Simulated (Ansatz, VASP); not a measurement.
**Ta3Sb: VASP beside Ansatz**

Aim: how closely do two programs agree when they are given the same cell, functional and k mesh? The structure shown comes from an earlier Ansatz run, which isn't shown and may have moved the atoms alone.

Main program and level: Ansatz 0.2.0; plane waves, with VASP 6.6.1 beside it; elastic constants at PBEsol.

### Step 1. Starting point

Symmetry: Pm-3n, No. 223, cubic system. The conventional cell has a = 5.238 Å, b = 5.238 Å, c = 5.238 Å, α = 90.00°, β = 90.00°, γ = 90.00°. Ta has 2 Ta at 2.62 Å and 4 Sb at 2.93 Å nearest. Nearest to Sb lie 12 Ta at 2.93 Å. Farther neighbours are not listed.

Structure file:

```cif
data_structure
_symmetry_space_group_name_H-M 'P 1'
_symmetry_Int_Tables_number 1
_cell_length_a 5.2385
_cell_length_b 5.2385
_cell_length_c 5.2385
_cell_angle_alpha 90.000
_cell_angle_beta 90.000
_cell_angle_gamma 90.000
_cell_volume 143.75
loop_
_atom_site_label
_atom_site_type_symbol
_atom_site_fract_x
_atom_site_fract_y
_atom_site_fract_z
_atom_site_occupancy
Ta1 Ta 0.25000 0.00000 0.50000 1
Ta2 Ta 0.50000 0.75000 0.00000 1
Ta3 Ta 0.75000 0.00000 0.50000 1
Ta4 Ta 0.50000 0.25000 0.00000 1
Ta5 Ta 0.00000 0.50000 0.75000 1
Ta6 Ta 0.00000 0.50000 0.25000 1
Sb7 Sb 0.00000 0.00000 0.00000 1
Sb8 Sb 0.50000 0.50000 0.50000 1
```

### Step 2. Ansatz: elastic constants, PBEsol

Ansatz runs on its default PAW (the set named soft_2) files.

Elastic constants are differences of stresses under small strains, so they test the stress and the mesh.

input.yaml

```yaml
crystal:
  lattice:
    - [5.2384967606, 0.0, 0.0]
    - [0.0, 5.2384967606, 0.0]
    - [0.0, 0.0, 5.2384967606]
  atoms:
    - { symbol: Ta, position: [0.25, 0.0, 0.5] }
    - { symbol: Ta, position: [0.5, 0.75, 0.0] }
    - { symbol: Ta, position: [0.75, 0.0, 0.5] }
    - { symbol: Ta, position: [0.5, 0.25, 0.0] }
    - { symbol: Ta, position: [0.0, 0.5, 0.75] }
    - { symbol: Ta, position: [0.0, 0.5, 0.25] }
    - { symbol: Sb, position: [0.0, 0.0, 0.0] }
    - { symbol: Sb, position: [0.5, 0.5, 0.5] }
kpoints:
  mp_grid: { grid: [6, 6, 6] }
hamiltonian:
  xc: pbesol
scf:
  occupations: { method: methfessel_paxton, width: 0.25 }
output:
  forces: true
  stress: true
  eigenvalues: true
elastic:
  mode: relaxed_ion
  stencil: two_point
  amplitude: 0.01
```

Started as:

```console
$ ansatz run input.yaml --threads 4 --pin off --max-ram 16384MiB --backend cpu --events-out ev --progress --plain --runs-dir out
```

Numbers of over 12 decimals in the logs are rounded to 6 here.

The program printed:

```text
Engine: ansatz 0.2.0, x86_64-unknown-linux-gnu
Pseudopotentials: kind: paw
Pseudopotential: Ta, paw, valence charge 13, recommended cutoff 420 eV (normal), Ta.paw.azcp
Pseudopotential: Sb, paw, valence charge 15, recommended cutoff 420 eV (normal), Sb.paw.azcp
Functional definition: PBEsol
  exchange = pbesol_x
  correlation = pbesol_c
Crystal: 8 atoms, lattice volume = 143.754 Å³
Basis set: ecut = 420 eV, 2801 PW (Γ), exchange–correlation on 72×72×72 points (8 copies of the dense FFT grid, shifted against one another)
Bands: 65, of which v1, the nominal top of the filled ones, is band 54 counted from 1 (53 counted from 0)
Symmetry: 48 space group operations
Space group: Pm-3n (ITA 223), of the structure as read, at distance tolerance 5.2e-5 Å
k-points: 20 of 216
Non-local potential: Ta, projectors of the file, l = 0: 3, l = 1: 2, l = 2: 2, l = 3: 1
Non-local potential: Sb, projectors of the file, l = 0: 2, l = 1: 2, l = 2: 2, l = 3: 2
PAW form: soft (Blöchl's): semilocal exchange-correlation on the pseudo side does not see the compensation charge
PAW frozen core: Ta, regenerated for the run's functional, and the local potential with it (the file was generated under x = pbe(κ = 0.804, μ = 0.219515), c = pbe(β = 0.066725))
PAW frozen core: Sb, regenerated for the run's functional, and the local potential with it (the file was generated under x = pbe(κ = 0.804, μ = 0.219515), c = pbe(β = 0.066725))
PAW one-centre angular grid: Ta, 590 points (default); XC on 64 Gauss nodes
PAW one-centre angular grid: Sb, 590 points (default); XC on 64 Gauss nodes
Initial density: superposition of atomic densities (neutral atoms: chi_scale 0, normalization atom), corrected by the library's trained network
Initial wavefunctions: pseudopotential atomic-orbital guess
Functional: x = pbesol(κ = 0.804, μ = 0.123457), c = pbesol(β = 0.046)
SCF iter   1: F=—  HF=-71656.394866 eV  |F-HF|=—  |Δ(HF+E_count)|=         —  Δρ=4.67e-3  dr2=3.18e-2  ethr=1.77e-3  ⟨swp⟩=5.8  Hψ=4864  notcnv=0
preconditioner: auto → Kerker (q_TF=auto, 2.601 Å⁻¹)  [metal: Δε(μ)=0.152 eV  Ē_g=5.885 eV  σ=0.250 eV  W_gap=0.49  n_scr=32 (ndim 8)  ℏωp=19.6 eV  f_vac=0.000  D(μ)=2.76/eV (n_scr^D=18)]
SCF iter   2: F=—  HF=-71656.386172 eV  |F-HF|=—  |Δ(HF+E_count)|=   8.69e-3  S|Δr|=    0.00e0  Δρ=2.72e-3  dr2=1.18e-2  ethr=2.94e-5  ⟨swp⟩=2.0  Hψ=2515  notcnv=0
preconditioner: auto → Resta (q_TF=auto, 2.601 Å⁻¹)  ε∞=12.1  [insulator: Δε(μ)=0.156 eV  Ē_g=5.886 eV  σ=0.250 eV  W_gap=0.50  n_scr=32 (ndim 8)  ℏωp=19.6 eV  f_vac=0.000  D(μ)=2.77/eV (n_scr^D=18)  ε∞_Penn≈12.1]
SCF iter   3: F=—  HF=-71656.381771 eV  |F-HF|=—  |Δ(HF+E_count)|=   4.40e-3  S|Δr|=    0.00e0  Δρ=4.00e-4  dr2=3.56e-4  ethr=1.09e-5  ⟨swp⟩=2.0  Hψ=1630  notcnv=0
SCF iter   4: F=—  HF=-71656.381648 eV  |F-HF|=—  |Δ(HF+E_count)|=   1.24e-4  S|Δr|=    0.00e0  Δρ=1.00e-4  dr2=9.75e-6  ethr=3.30e-7  ⟨swp⟩=2.2  Hψ=1869  notcnv=0
SCF iter   5: F=—  HF=-71656.381775 eV  |F-HF|=—  |Δ(HF+E_count)|=   1.28e-4  S|Δr|=    0.00e0  Δρ=1.15e-5  dr2=1.08e-7  ethr=9.03e-9  ⟨swp⟩=2.0  Hψ=1629  notcnv=0
SCF iter   6: F=—  HF=-71656.381776 eV  |F-HF|=—  |Δ(HF+E_count)|=   4.96e-7  S|Δr|=    0.00e0  Δρ=2.19e-6  dr2=5.25e-9  ethr=9.98e-11  ⟨swp⟩=3.0  Hψ=2329  notcnv=0
SCF iter   7: F=—  HF=-71656.381776 eV  |F-HF|=—  |Δ(HF+E_count)|=  6.84e-10  S|Δr|=    0.00e0  Δρ=2.19e-7  dr2=4.51e-11  ethr=4.86e-12  ⟨swp⟩=2.0  Hψ=1637  notcnv=0
SCF iter   8: F=—  HF=-71656.381776 eV  |F-HF|=—  |Δ(HF+E_count)|=  2.91e-11  S|Δr|=    0.00e0  Δρ=3.38e-8  dr2=1.17e-12  ethr=4.18e-14 (applied; sched 1.00e-12)  ⟨swp⟩=2.3  Hψ=1939  notcnv=0  defer=24
SCF iter   9: F=-71656.381776 eV  HF=-71656.381776 eV  |F-HF|=0.00e0  |Δ(HF+E_count)|=  2.91e-11  S|Δr|=    0.00e0  Δρ=5.13e-9  dr2=3.84e-14  ethr=1.00e-12  ⟨swp⟩=10.8  Hψ=5046  notcnv=0
SCF 1 converged in 9 iterations: F = -71656.381776 eV  dr2 = 3.84e-14
  greatest PAW one-centre occupation: 1.000 electrons in one spin orbital (limit 2), on the Ta atom at site 5 (counted from 0), in its partial waves of l = 0
Crystal: 8 atoms, lattice volume = 142.316 Å³
Basis set: ecut = 420 eV, 2785 PW (Γ), exchange–correlation on 72×72×72 points (8 copies of the dense FFT grid, shifted against one another)
Symmetry: 16 space group operations
k-points: 40 of 216
Initial density: handed on by an earlier stage of this run
Initial wavefunctions: pseudopotential atomic-orbital guess (no wavefunctions were taken with the density)
iter 1 solved again at ethr=3.27e-4 eV; its pass at ethr=3.10e-3 eV (dr2=3.53e-1 eV) is discarded
[...]
preconditioner: auto → Kerker (q_TF=auto, 2.606 Å⁻¹)  [metal: Δε(μ)=0.062 eV  Ē_g=5.980 eV  σ=0.250 eV  W_gap=0.21  n_scr=32 (ndim 8)  ℏωp=19.7 eV  f_vac=0.000  D(μ)=2.74/eV (n_scr^D=18)]
[...]
SCF iter   6: F=-71656.378721 eV  HF=-71656.378721 eV  |F-HF|=1.46e-11  |Δ(HF+E_count)|=  1.46e-11  S|Δr|=    0.00e0  Δρ=5.72e-9  dr2=1.76e-14  ethr=1.00e-12  ⟨swp⟩=4.0  Hψ=9642  notcnv=0
SCF 21 converged in 6 iterations: F = -71656.378721 eV  dr2 = 1.76e-14
relax step   4: F+E_penalty+E_count = -71656.37872114 eV  Δ(F+E_penalty+E_count) = -4.220e-10 eV  max|allowed force component| = 2.804e-7 eV/Å  Δτ_max = 0.0000 Å  (6 SCF iters, accepted)
iter 1 solved again at ethr=1.00e-12 eV; its pass at ethr=3.10e-3 eV (dr2=6.77e-11 eV) is discarded
SCF iter   1: F=—  HF=-71656.378588 eV  |F-HF|=—  |Δ(HF+E_count)|=         —  Δρ=4.62e-7  dr2=7.58e-11  ethr=1.00e-12  ⟨swp⟩=8.4  Hψ=16726  notcnv=0
SCF iter   2: F=—  HF=-71656.378721 eV  |F-HF|=—  |Δ(HF+E_count)|=   1.33e-4  S|Δr|=    0.00e0  Δρ=1.94e-7  dr2=1.16e-11  ethr=7.01e-14 (applied; sched 1.00e-12)  ⟨swp⟩=3.0  Hψ=8750  notcnv=0
SCF iter   3: F=—  HF=-71656.378721 eV  |F-HF|=—  |Δ(HF+E_count)|=  1.46e-11  S|Δr|=    0.00e0  Δρ=1.34e-7  dr2=5.72e-12  ethr=1.07e-14 (applied; sched 1.00e-12)  ⟨swp⟩=1.0  Hψ=3381  notcnv=0
SCF iter   4: F=—  HF=-71656.378721 eV  |F-HF|=—  |Δ(HF+E_count)|=  1.46e-11  S|Δr|=    0.00e0  Δρ=7.71e-8  dr2=2.08e-12  ethr=5.30e-15 (applied; sched 1.00e-12)  ⟨swp⟩=1.0  Hψ=3380  notcnv=0
SCF iter   5: F=—  HF=-71656.378721 eV  |F-HF|=—  |Δ(HF+E_count)|=  2.91e-11  S|Δr|=    0.00e0  Δρ=6.11e-8  dr2=1.33e-12  ethr=1.92e-15 (applied; sched 1.00e-12)  ⟨swp⟩=1.0  Hψ=3380  notcnv=0
SCF iter   6: F=—  HF=-71656.378721 eV  |F-HF|=—  |Δ(HF+E_count)|=  2.91e-11  S|Δr|=    0.00e0  Δρ=5.12e-8  dr2=9.31e-13  ethr=1.23e-15 (applied; sched 1.00e-12)  ⟨swp⟩=1.0  Hψ=3380  notcnv=0
SCF iter   7: F=—  HF=-71656.378721 eV  |F-HF|=—  |Δ(HF+E_count)|=  1.46e-11  S|Δr|=    0.00e0  Δρ=2.74e-8  dr2=2.65e-13  ethr=8.62e-16 (applied; sched 1.00e-12)  ⟨swp⟩=1.0  Hψ=3380  notcnv=0
SCF iter   8: F=-71656.378721 eV  HF=-71656.378721 eV  |F-HF|=1.46e-11  |Δ(HF+E_count)|=    0.00e0  S|Δr|=    0.00e0  Δρ=7.86e-9  dr2=2.17e-14  ethr=1.00e-12  ⟨swp⟩=3.0  Hψ=10571  notcnv=0
SCF 22 converged in 8 iterations: F = -71656.378721 eV  dr2 = 2.17e-14
SCF converged after 9 iterations
Stability not checked: this state was not tested for a lower state beside it, because cold or Methfessel-Paxton smearing, or corrected tetrahedra, fill the levels in a way that the test cannot read (fill_not_monotonic; see scf.lower_state_search)
Free energy (F): -71656.381776 eV
Harris-Foulkes:  -71656.381776 eV  (|F-HF|=0.00e0)
Internal energy: -71656.408985 eV  (E = F + TS)
E sigma→0 (E₀):  -71656.388578 eV
Entropy (-TS):   0.027210 eV (3.401 meV/atom)
Fermi energy:    18.872060 eV
--- Per-component energies (eV) ---
  E_band       = -715.110272
  E_kinetic    = 2628.274727
  E_local      = -5590.511936  (includes V_loc(G=0)·N_el)
  E_nonlocal   = 842.378187
  E_hartree    = 2263.535355
  E_xc         = -1583.321704
  E_vxc        = -1424.979657  (∫ρ·V_xc dr)
  E_paw        = -58645.363250  (= ΣΔE_a)
  E_vpaw       = -1697.343087  (= ΣTr[D̂ρ^β])
  E_aug_tail   = 0.000786  (compensation charges beyond the density's cutoff)
  E_ewald      = -11573.346743
  E_core_change = 1.945593  (= ΣΔE_core)
  E_smearing   = 0.027210  (= −TS)
  E_closure    = 0.000000  (closes the sum)
  Σ components = -71656.381776   (vs F -71656.381776, Δ=0.00e0)
--- Forces (eV/Å), atoms counted from 1 ---
  atom   1  Ta    -0.00000000    -0.00000000     0.00000000
  atom   2  Ta     0.00000000     0.00000000    -0.00000000
  atom   3  Ta    -0.00000000     0.00000000     0.00000000
  atom   4  Ta    -0.00000000     0.00000000    -0.00000000
  atom   5  Ta    -0.00000000    -0.00000000    -0.00000000
  atom   6  Ta    -0.00000000    -0.00000000    -0.00000000
  atom   7  Sb     0.00000000    -0.00000000    -0.00000000
  atom   8  Sb     0.00000000    -0.00000000     0.00000000
  max |Σ_I F_I| component: 2.08e-17 eV/Å
--- Stress (GPa, compression-positive) ---
        0.002902       0.000000       0.000000
       -0.000000       0.002902      -0.000000
        0.000000       0.000000       0.002902
  P = ⅓ Tr σ = 0.0029 GPa (0.029 kbar)
--- Band table (eV; the first three rows and the last of 20) ---
  k-point 0: bands = [... 50 lower, 17.8643, 17.8643, 18.6327, 18.6327, 19.1164, 21.6649, 21.6649, 21.6649, ... 7 higher]
  k-point 1: bands = [... 50 lower, 17.8381, 17.8515, 18.6460, 18.6464, 19.5818, 20.8732, 21.4721, 21.4721, ... 7 higher]
  k-point 2: bands = [... 50 lower, 17.6042, 17.7870, 18.3153, 18.4684, 19.9958, 20.8044, 21.2053, 21.2053, ... 7 higher]
  k-point 19: bands = [... 50 lower, 18.6439, 18.6439, 18.7182, 18.7182, 18.7182, 18.7182, 18.7182, 18.7182, ... 7 higher]
--- Elastic constants: 2 strain directions × 2 members + reference (group order 48) ---
  dense FFT box of the reference and of every strained cell: 36×36×36
  strains applied: 11, 23; error gains: componentwise 1.00 (the most a stress slope's error grows in a printed constant), spectral 1.73 (1 for all six strains in a standard setting)
  C = ∂σ_k/∂η_j (tension-positive GPa; Voigt order 11 22 33 23 13 12):
       374.587    115.906    115.906     -0.000     -0.000     -0.000
       115.906    374.587    115.906     -0.000     -0.000     -0.000
       115.906    115.906    374.587     -0.000     -0.000     -0.000
         0.000      0.000     -0.000     67.561      0.000     -0.000
        -0.000     -0.000      0.000      0.000     67.561      0.000
         0.000      0.000      0.000      0.000      0.000     67.561
  reference stress σ⁰ (GPa):     -0.003     -0.003     -0.003      0.000     -0.000     -0.000
  C* (energy form; C + prestress term) asymmetry max|C*_kj − C*_jk| = 5.684e-14 GPa — a small one proves nothing (zero by symmetry where the batch's group is 432, −43m or m−3m); a large one is finite-difference/SCF noise where every solve meets its electron count
  moduli (Voigt/Reuss/Hill, GPa): K = 202.13/202.13/202.13   G = 92.27/83.52/87.90   E = 230.30   ν = 0.310
  mechanically stable: yes (min eigenvalue of sym C = 67.56 GPa)
  strain η (Voigt 11):  stress-route row diagonal C_11 = 374.59 GPa, energy-path curvature d²(F+E_count+ΔE)/dδ²/Ω₀ = 374.38 GPa
         δ    σ_11 (GPa)             F (eV)   n_scf  n_hpsi   n_pw
    -1.000e-2      -3.8997      -71656.3644688       8   40855   2805   relax 5 steps, max|allowed force component| 2.99e-8 eV/Å
     1.000e-2       3.5920      -71656.3654288       8   41472   2876   relax 3 steps, max|allowed force component| 3.74e-6 eV/Å
  strain η (Voigt 23):  stress-route row diagonal C_44 = 67.56 GPa, energy-path curvature d²(F+E_count+ΔE)/dδ²/Ω₀ = 67.44 GPa
         δ    σ_23 (GPa)             F (eV)   n_scf  n_hpsi   n_pw
    -1.000e-2      -0.6756      -71656.3787211       8   54128   2829   relax 5 steps, max|allowed force component| 6.88e-6 eV/Å
     1.000e-2       0.6756      -71656.3787211       8   54134   2829   relax 4 steps, max|allowed force component| 2.80e-7 eV/Å
```

Reading the cycles: dr2 is the Hartree energy of the density residual (eV), the measure of convergence; HF is the Harris–Foulkes estimate of the energy, which meets the free energy F at convergence.

[end of part 1 of 2]

[Lines on the potential files, build, host, timing and source positions are cut from VASP's logs without a mark.]

[Logs are printed without paths, hosts, clocks, repeated set-up lines and the standing remarks that a program may print on its own settings, such as how far it seeks lower states.]

[Hosts, paths, dates, database ids (printed as entryN), source tags and the programs' standing remarks are cut or masked in the printed files.]
